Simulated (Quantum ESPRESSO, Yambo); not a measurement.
# Excitons of AlN (F-43m) on ever denser meshes, part 2 of 4

Aim: follow the lowest exciton of AlN (F-43m) as the mesh is refined.

Quantum ESPRESSO 7.5 and Yambo 5.3.0; PBE and many-body steps on it, plane waves. Known limits of the many-body steps: not at the basis limit; coarse k mesh; bindings not settled in the k mesh.

So far. Step 4 (Screening and self-energy, 4×4×4 mesh, 51 bands …): The gap on the mesh goes from 3.32 eV to 4.37 eV, a correction of +1.05 eV. Step 5 (Empty states on the mesh, 4×4×4 mesh, 12 bands): On this mesh the gap is 3.325 eV.

## (7) Excitons

Light makes an electron and a hole together. The Bethe-Salpeter equation adds their screened attraction and their exchange, in a window of bands around the gap.

This step: Bethe-Salpeter equation on PBE with a scissors shift, plane waves, norm-conserving pseudopotentials.

The input, bse3.in:

```
optics
bss
bse
em1s
dipoles
rim_cut
RandQpts= 1000000
RandGvec= 1 RL
Chimod= "HARTREE"
BSKmod= "SEX"
BSEmod= "resonant"
BSSmod= "d"
BSENGexx= 20 Ry
BSENGBlk= 4 Ry
% BSEQptR
 1 | 1 |
%
% BSEBands
 2 | 5 |
%
% BEnRange
 0 | 8 | eV
%
% BDmRange
 0.1 | 0.1 | eV
%
BEnSteps= 161
% BLongDir
 1 | 0 | 0 |
%
% BndsRnXs
 1 | 12 |
%
NGsBlkXs= 4 Ry
% LongDrXs
 1 | 1 | 1 |
%
% KfnQP_E
 1.327 | 1.0 | 1.0 |
%
WRbsWF
FFTGvecs= 32 Ry
```

On the command line:

```sh
OMP_NUM_THREADS=1 mpirun -n 8 yambo -F bse3.in -J bse3 -C bse3 > bse3.log
```

The program printed:

```text
 Yambo, version 5.3.0

 [02] CORE Variables Setup
 =========================

  [... cell, symmetries and grids as in the set-up ...]

  [02.05] Energies & Occupations
  ==============================

  [X] === General ===
  [X] Electronic Temperature                        :  0.000000  0.000000 [eV K]
  [X] Bosonic    Temperature                        :  0.000000  0.000000 [eV K]
  [X] Finite Temperature mode                       : no
  [X] El. density                                   :  0.38398E+24 [cm-3]
  [X] Fermi Level                                   :  6.956541 [eV]

  [X] === Gaps and Widths ===
  [X] Conduction Band Min                           :  3.324859 [eV]
  [X] Valence Band Max                              :  0.000000 [eV]
  [X] Filled Bands                                  :   4
  [X] Empty Bands                                   :   5  12
  [X] Direct Gap                                    :  4.192097 [eV]
  [X] Direct Gap localized at k                     :  1
  [X] Indirect Gap                                  :  3.324859 [eV]
  [X] Indirect Gap between kpts                     :   1   7
  [X] Last valence band width                       :  2.697199 [eV]
  [X] 1st conduction band width                     :  4.489929 [eV]

 [03] Transferred momenta grid and indexing
 ==========================================

 [BZ sampling] Q-grid is User defined and/or read from the database

 IBZ Q-points                                      :   8
 BZ  Q-points                                      :   64

 K/Q-points units:
 rlu = crystal or reduced units; cc = cartesian coordinates; iku = interal k-units

 Q [1]          [rlu]:  0.000000  0.000000  0.000000
 Q [2]          [rlu]: -0.52978E-17 -0.52978E-17  0.25000
 Q [3]          [rlu]:  0.10596E-16  0.10596E-16 -0.50000
 Q [4]          [rlu]:  0.19945E-16  0.25000      0.25000
 Q [5]          [rlu]:  0.25178E-16  0.25000      0.50000
 Q [6]          [rlu]:  0.10596E-16  0.25000     -0.25000
 Q [7]          [rlu]: -0.39890E-16 -0.50000     -0.50000
 Q [8]          [rlu]:  0.250000 -0.500000 -0.250000

  [03.01] X + BSE indexes
  =======================

   [03.01.01] Sigma indexes
   ========================

 [04] Coloumb potential Random Integration (RIM)
 ===============================================

  [04.01] RIM initialization
  ==========================

  * Diagonal components only detected *

  8 x (sBL volume)        :  0.220531 [a.u.]
  sBZ random points       :  1000000
  Points outside the sBZ  :   7987327
  RL volume               :  1.764245 [a.u.]
  Integrated volume       :  1.767044 [a.u.]

  [04.02] RIM integrals
  =====================

  Gamma point sphere radius             :  0.109591 [a.u.]
  Points outside the sphere             :   799513
  [Int_sBZ(q=0) 1/q^2]*(Vol_sBZ)^(-1/3) =:  7.764325
                                 should be <:  7.795600

  Summary of Coulomb integrals for non-metallic bands |Q|[au] RIM/Bare

  Q [1] 0.100000E-4 0.995988 * Q [2] 0.329610 1.065884
  Q [4] 0.380601 1.064810 * Q [6] 0.538251 1.027704
  Q [5] 0.631155 1.020409 * Q [3] 0.659220 1.018308
  Q [7] 0.761202 1.014905 * Q [8] 0.851049 1.011860

 [05] External/Internal QP corrections
 =====================================

 [QP_apply] Action to be applied: USER defined scissor

  [05.01]  QP corrections report
  ==============================

  [K+QP] === General ===
  [K+QP] Electronic Temperature                     :  0.000000  0.000000 [eV K]
  [K+QP] Bosonic    Temperature                     :  0.000000  0.000000 [eV K]
  [K+QP] Finite Temperature mode                    : no
  [K+QP] El. density                                :  0.38398E+24 [cm-3]
  [K+QP] Fermi Level                                :  0.000000 [eV]

  [K+QP] === Gaps and Widths ===
  [K+QP] Conduction Band Min                        :  4.651859 [eV]
  [K+QP] Valence Band Max                           :  0.000000 [eV]
  [K+QP] Filled Bands                               :   4
[...]
IO_and_Messaging_switch :      0.0001s P1 (69 calls,   0.002 msec avg) [MAX]      0.0001s P3 (69 calls,   0.002 msec avg) [min]
                                    io_BSS_diago :      0.0044s P1 ( 2 calls,   2.213 msec avg) [MAX]      0.0001s P4 ( 2 calls,   0.068 msec avg) [min]
                          BSE components folding :      0.0002s P5 [MAX]      0.0002s P1 [min]
                                    PP_uspp_init :      0.0004s P8 (16 calls,   0.024 msec avg) [MAX]      0.0003s P5 (16 calls,   0.021 msec avg) [min]
                              BSE matrix (REDUX) :      0.0004s P8 [MAX]      0.0004s P5 [min]
                                       X (REDUX) :      0.0035s P7 ( 8 calls,   0.438 msec avg) [MAX]      0.0004s P3 ( 8 calls,   0.051 msec avg) [min]
                                      Xo (REDUX) :      0.0314s P2 ( 8 calls,   3.928 msec avg) [MAX]      0.0005s P1 ( 8 calls,   0.066 msec avg) [min]
                                  eval_G_minus_G :      0.0007s P7 [MAX]      0.0006s P8 [min]
                                   X (procedure) :      0.0051s P1 ( 8 calls,   0.639 msec avg) [MAX]      0.0018s P5 ( 8 calls,   0.219 msec avg) [min]
                             PARALLEL_lin_system :      0.0025s P2 ( 8 calls,   0.317 msec avg) [MAX]      0.0025s P4 ( 8 calls,   0.312 msec avg) [min]
                                     K_WF_phases :      0.0099s P8 [MAX]      0.0027s P2 [min]
                          MATRIX transfer (NONE) :      0.0038s P7 ( 2 calls,   1.912 msec avg) [MAX]      0.0028s P1 ( 2 calls,   1.387 msec avg) [min]
                            X T_space Kernel sum :      0.0159s P5 (32 calls,   0.497 msec avg) [MAX]      0.0032s P8 (32 calls,   0.101 msec avg) [min]
                                     BSE dipoles :      0.0042s P8 [MAX]      0.0041s P4 [min]
                                        io_QINDX :      0.0106s P1 ( 5 calls,   2.123 msec avg) [MAX]      0.0052s P6 ( 3 calls,   1.734 msec avg) [min]
                                           io_BS :      0.0205s P5 (27 calls,   0.758 msec avg) [MAX]      0.0056s P7 (27 calls,   0.206 msec avg) [min]
                                     io_KB_pwscf :      0.0077s P8 ( 7 calls,   1.097 msec avg) [MAX]      0.0071s P4 ( 6 calls,   1.187 msec avg) [min]
                                            io_X :      0.0348s P1 (25 calls,   1.391 msec avg) [MAX]      0.0092s P6 (25 calls,   0.367 msec avg) [min]
                                 bz_samp_indexes :      0.0109s P4 [MAX]      0.0109s P8 [min]
                                      io_DIPOLES :      0.0173s P1 (19 calls,   0.909 msec avg) [MAX]      0.0114s P7 (15 calls,   0.761 msec avg) [min]
                                         io_GROT :      0.0137s P8 ( 2 calls,   6.840 msec avg) [MAX]      0.0131s P1 ( 2 calls,   6.564 msec avg) [min]
                                       FFT_setup :      0.0283s P5 (20 calls,   1.416 msec avg) [MAX]      0.0144s P7 (20 calls,   0.720 msec avg) [min]
                                      T_space IP :      0.0147s P1 [MAX]      0.0145s P6 [min]
                               T_space CORR Osc. :      0.0276s P6 (16 calls,   1.724 msec avg) [MAX]      0.0160s P8 (16 calls,   0.999 msec avg) [min]
                                     io_fragment :      0.0215s P1 (64 calls,   0.336 msec avg) [MAX]      0.0172s P7 (51 calls,   0.337 msec avg) [min]
              PARALLEL_HERMITIAN_diagonalization :      0.0188s P1 [MAX]      0.0179s P8 [min]
                                     WF_load_FFT :      0.0202s P4 (17 calls,   1.188 msec avg) [MAX]      0.0185s P5 (16 calls,   1.158 msec avg) [min]
                                  LINEAR ALGEBRA :      0.0242s P3 ( 9 calls,   2.691 msec avg) [MAX]      0.0217s P5 [min]
                                  DIPOLE_g_space :      0.0225s P8 [MAX]      0.0218s P2 [min]
                                           io_WF :      0.0466s P2 (64 calls,   0.729 msec avg) [MAX]      0.0309s P5 (60 calls,   0.515 msec avg) [min]
                                  Xo (procedure) :      0.0466s P1 ( 8 calls,   5.819 msec avg) [MAX]      0.0357s P2 ( 8 calls,   4.467 msec avg) [min]
                                    Diago Solver :      0.0444s P1 [MAX]      0.0387s P2 [min]
                                T_space EXX Osc. :      0.0513s P2 (11 calls,   4.661 msec avg) [MAX]      0.0446s P8 (10 calls,   4.465 msec avg) [min]
                                X T_space Kernel :      0.1229s P5 [MAX]      0.0909s P8 [min]
                                             RIM :      0.5362s P5 [MAX]      0.5359s P6 [min]
                                         Dipoles :      1.0334s P5 [MAX]      1.0334s P2 [min]

 [11] Game Over & Game summary
```

The job ended after 2.6 s (8 MPI ranks of Arm Neoverse V2, shared host; peak memory 1.9 GiB).

Numbers from this step:

```
transitions in the window                                      : 192
direct gap of the transition levels                            : 5.519 eV
lowest state                                                   : 4.880 eV
first strong exciton (over a fiftieth of the strongest listed) : 4.880 eV
binding of the lowest state below the direct gap               : 0.6394 eV
Coulomb term of one mesh cell                                  : 0.7516 eV
```

The binding is 0.85 times the screened Coulomb term of one mesh cell (0.75 eV), so it is not shown settled.

The lowest state lies at 4.880 eV, 0.639 eV under the direct gap.

Lines within 3 meV are set at the lowest of them, and the highest group, which the list may cut short, is left out. Lines of the exciton spectrum (strongest = 100):

```tsv
position (eV)	lines merged	strength, relative
4.880	3	31
5.753	3	0.1
5.775	3	43
7.159	3	100
7.298	3	0.0
7.357	2	0.0
7.419	3	0.0
7.427	3	0.1
```

The ε₂ has structure finer than the step of the table below, so its rows give means over 0.25 eV, whole bins alone (the curve runs from 0 to 8 eV). Peaks (eV: height): BSE 4.900: 11.6, 5.800: 15.9, 7.150: 38.5; no electron-hole interaction 5.500: 7.03, 6.450: 9.77.

Field along x; broadening 0.1 eV; transition window only. Limits: finite bands, cutoff and mesh; coarse k mesh; exciton not shown settled in the k mesh. ε₂ against photon energy; means over each step:

```tsv
photon energy (eV)	BSE	no electron-hole interaction
0.25	0.0234	0.0162
0.50	0.0254	0.0174
0.75	0.0278	0.0187
1.00	0.0305	0.0202
1.25	0.0337	0.0218
1.50	0.0375	0.0237
1.75	0.0420	0.0259
2.00	0.0474	0.0285
2.25	0.0540	0.0314
2.50	0.0623	0.0349
2.75	0.0730	0.0391
3.00	0.0870	0.0443
3.25	0.106	0.0506
3.50	0.135	0.0588
3.75	0.179	0.0696
4.00	0.258	0.0845
4.25	0.432	0.106
4.50	1.01	0.142
4.75	5.50	0.210
5.00	6.20	0.381
5.25	1.67	1.20
5.50	2.83	5.12
5.75	11.7	1.75
6.00	3.96	1.01
6.25	1.38	3.47
6.50	1.39	6.44
6.75	2.79	1.34
7.00	14.6	0.727
7.25	23.0	0.774
7.50	8.41	1.23
7.75	8.96	3.26
```

## (8) Triplet (no exchange term)

bse4.in, as its differences from bse3.in of step 7:

```diff
@@ -12,3 +12,3 @@
 BSSmod= "d"
-BSENGexx= 20 Ry
+BSENGexx= 1 RL
 BSENGBlk= 4 Ry
```

On the command line:

```sh
OMP_NUM_THREADS=1 mpirun -n 8 yambo -F bse4.in -J bse4,bse3_W -C bse4 > bse4.log
```

The program printed:

```text
 Yambo, version 5.3.0

 [02] CORE Variables Setup
 =========================

  [... cell, symmetries and grids as in the set-up ...]

  [02.05] Energies & Occupations
  ==============================

  [X] === General ===
  [X] Electronic Temperature                        :  0.000000  0.000000 [eV K]
  [X] Bosonic    Temperature                        :  0.000000  0.000000 [eV K]
  [X] Finite Temperature mode                       : no
  [X] El. density                                   :  0.38398E+24 [cm-3]
  [X] Fermi Level                                   :  6.956541 [eV]

  [X] === Gaps and Widths ===
  [X] Conduction Band Min                           :  3.324859 [eV]
  [X] Valence Band Max                              :  0.000000 [eV]
  [X] Filled Bands                                  :   4
  [X] Empty Bands                                   :   5  12
  [X] Direct Gap                                    :  4.192097 [eV]
  [X] Direct Gap localized at k                     :  1
  [X] Indirect Gap                                  :  3.324859 [eV]
  [X] Indirect Gap between kpts                     :   1   7
  [X] Last valence band width                       :  2.697199 [eV]
  [X] 1st conduction band width                     :  4.489929 [eV]

 [03] Transferred momenta grid and indexing
 ==========================================

 IBZ Q-points                                      :   8
 BZ  Q-points                                      :   64

 K/Q-points units:
 rlu = crystal or reduced units; cc = cartesian coordinates; iku = interal k-units

 Q [1]          [rlu]:  0.000000  0.000000  0.000000
 Q [2]          [rlu]: -0.52978E-17 -0.52978E-17  0.25000
 Q [3]          [rlu]:  0.10596E-16  0.10596E-16 -0.50000
[...]
BSE dipoles :      0.0046s P2 [MAX]      0.0045s P4 [min]
                                io_QINDX :      0.0056s P8 ( 3 calls,   1.883 msec avg) [MAX]      0.0055s P6 ( 3 calls,   1.834 msec avg) [min]
                                   io_BS :      0.0176s P3 (29 calls,   0.605 msec avg) [MAX]      0.0057s P8 (27 calls,   0.211 msec avg) [min]
                              io_DIPOLES :      0.0069s P3 ( 5 calls,   1.377 msec avg) [MAX]      0.0066s P2 ( 5 calls,   1.329 msec avg) [min]
                             WF_load_FFT :      0.0122s P4 (12 calls,   1.021 msec avg) [MAX]      0.0109s P5 (11 calls,   0.990 msec avg) [min]
                               FFT_setup :      0.0136s P3 (13 calls,   1.045 msec avg) [MAX]      0.0123s P5 (12 calls,   1.028 msec avg) [min]
                             io_fragment :      0.0144s P3 (37 calls,   0.389 msec avg) [MAX]      0.0135s P5 (35 calls,   0.385 msec avg) [min]
                                 io_GROT :      0.0263s P8 ( 2 calls,  13.155 msec avg) [MAX]      0.0137s P3 ( 2 calls,   6.834 msec avg) [min]
      PARALLEL_HERMITIAN_diagonalization :      0.0182s P1 [MAX]      0.0181s P7 [min]
                       T_space CORR Osc. :      0.0413s P6 (16 calls,   2.583 msec avg) [MAX]      0.0195s P1 (18 calls,   1.082 msec avg) [min]
                                   io_WF :      0.0229s P1 (42 calls,   0.545 msec avg) [MAX]      0.0208s P5 (38 calls,   0.547 msec avg) [min]
                          LINEAR ALGEBRA :      0.0209s P8 [MAX]      0.0208s P1 [min]
                              T_space IP :      0.0263s P5 [MAX]      0.0244s P7 [min]
                                    io_X :      0.0339s P7 (24 calls,   1.414 msec avg) [MAX]      0.0268s P5 (24 calls,   1.116 msec avg) [min]
                        T_space EXX Osc. :      0.0376s P2 (11 calls,   3.423 msec avg) [MAX]      0.0340s P5 (10 calls,   3.395 msec avg) [min]
                            Diago Solver :      0.0433s P1 [MAX]      0.0379s P6 [min]
                        X T_space Kernel :      0.1045s P6 [MAX]      0.0867s P8 [min]

 [11] Game Over & Game summary
[key lines of the parts left out:]
Dipoles :      0.0027s P1 [MAX]      0.0027s P8 [min]
```

Run time: 0.99 s. Hardware: 8 MPI ranks; peak memory 0.24 GiB.

The lowest triplet lies at 4.817 eV; without spin-orbit coupling triplets are dark, so no spectrum is read.

## (9) Empty states on the mesh, 6×6×6 mesh, 12 bands

This step: Quantum ESPRESSO 7.5; DFT, PBE, plane waves, norm-conserving pseudopotentials.

The input, pw.in:

```
&control
  calculation = 'nscf'
  prefix = 'x'
  outdir = 'o'
  pseudo_dir = 'pseudo'
/
&system
  ibrav = 0
  nat = 2
  ntyp = 2
  ecutwfc = 72.0
  nbnd = 12
  force_symmorphic = .true.
/
&electrons
  conv_thr = 1e-9
  electron_maxstep = 80
  diago_full_acc = .true.
  diago_thr_init = 5e-6
/
ATOMIC_SPECIES
  Al 26.982 Al.upf
  N 14.007 N.upf
CELL_PARAMETERS angstrom
  -0.0000000000 2.1839935596 2.1839935596
  2.1839935596 -0.0000000000 2.1839935596
  2.1839935596 2.1839935596 -0.0000000000
ATOMIC_POSITIONS crystal
  Al 0.0000000000 0.0000000000 0.0000000000
  N 0.7500000000 0.7500000000 0.7500000000
K_POINTS automatic
  6 6 6 0 0 0
```

On the command line:

```sh
OMP_NUM_THREADS=1 mpirun -n 8 pw.x -nk 4 -in pw.in > pw.out
```

The program printed:

```text
[banner, memory and clock lines left out]
Program PWSCF v.7.5 starts

     Atomic positions and unit cell read from directory:
     o/x.save/

     Message from routine setup:
     using ibrav=0 with symmetry is DISCOURAGED, use correct ibrav instead

     bravais-lattice index     =            0
     lattice parameter (alat)  =       5.8367  a.u.
     unit-cell volume          =     140.5985 (a.u.)^3
     number of atoms/cell      =            2
     number of atomic types    =            2
     number of electrons       =         8.00
[...]
-8.0106   6.9565   6.9565   6.9565  11.1486  19.5460  19.5460  19.5460
    24.7019  24.7019  26.0437  26.0437

          k = 0.1179 0.1179-0.1179 (  1432 PWs)   bands (ev):

    -7.6130   5.1062   6.8245   6.8245  12.5676  18.6233  19.7060  19.7060
    22.8851  22.8852  24.6199  29.5881

          k = 0.2357 0.2357-0.2357 (  1441 PWs)   bands (ev):

    -6.6263   2.4092   6.5853   6.5853  13.9677  17.3522  18.7127  18.7127
    24.2950  24.5070  24.5070  32.3265

          k =-0.3536-0.3536 0.3536 (  1458 PWs)   bands (ev):

     [... further k-points ...]

     highest occupied, lowest unoccupied level (ev):     6.9565   10.2814

     XML data file, pseudopotentials, collected wavefunctions
```

It took 0.94 s on 8 MPI ranks; peak memory 0.05 GiB; 6 s of CPU time.

This step gave:

```
gap                                                           : 3.325 eV
k of the valence top                                          : 0, 0, 0
k of the conduction bottom                                    : 0, -0.5, -0.5
least direct gap                                              : 4.192 eV
k points computed                                             : 16
lowest point of the top converged band, above the valence top : 19.09 eV
```

On this mesh the gap is 3.325 eV.

## (10) Conversion and set-up

This step: Yambo 5.3.0; conversion and set-up on PBE, plane waves, norm-conserving pseudopotentials.

On the command line:

```sh
(cd o/x.save; p2y > p2y.log; mv SAVE ../..); yambo > setup.log
```

The program printed:

```text
 Yambo, version 5.3.0

 [02] CORE Variables Setup
 =========================

  [02.01] Unit cells
  ==================

  Cell kind             :  FCC
  Atoms in the cell     :  Al  N
  number of Al atoms    :  1
  number of N  atoms    :  1

  List of atomic masses
  Mass of Al    :  26.98200
  Mass of N     :  14.00700

  List of atomic coordinates    : [cc]
  Al1       :  0.000000  0.000000  0.000000  order 1
  N1       :  6.190725  6.190725  6.190725  order 2

  Alat factors          :  4.127150  4.127150  4.127150 [a.u.]
  Direct lattice volume :  140.5985 [a.u.]
[...]
Q [ 1]         [rlu]:  0.000000  0.000000  0.000000
 Q [ 2]         [rlu]:  0.37242E-17  0.37242E-17  0.16667
 Q [ 3]         [rlu]:  0.74483E-17  0.74483E-17  0.33333
[...]
Q [ 8]         [rlu]:  0.10596E-16  0.16667     -0.33333
 Q [ 9]         [rlu]: -0.74483E-17  0.16667     -0.16667
 Q [10]         [rlu]:  0.22848E-17  0.33333      0.33333
     [... 4 further rows ...]
 Q [15]         [rlu]:  0.166667  0.333333 -0.333333
 Q [16]         [rlu]:  0.166667 -0.500000 -0.333333

  [03.01] X indexes
  =================

   [03.01.01] Sigma indexes
   ========================

 [06] Game Over & Game summary
```

Run time: 2 s. Hardware: 1 MPI rank; peak memory 0.23 GiB.

(Continued in part 3 of 4.)

[Paths, hosts, dates, memory and timing lines, banners, echoed tables and standing remarks are left out of the program output.]

[Logs are printed without paths, hosts, clocks, repeated set-up lines and the standing remarks that a program may print on its own settings, such as how far it seeks lower states.]

[Runs of the session that timed out or met a known fault of the program may be left out.]

[Hosts, paths, dates, database ids (printed as entryN), source tags and the programs' standing remarks are cut or masked in the printed files.]
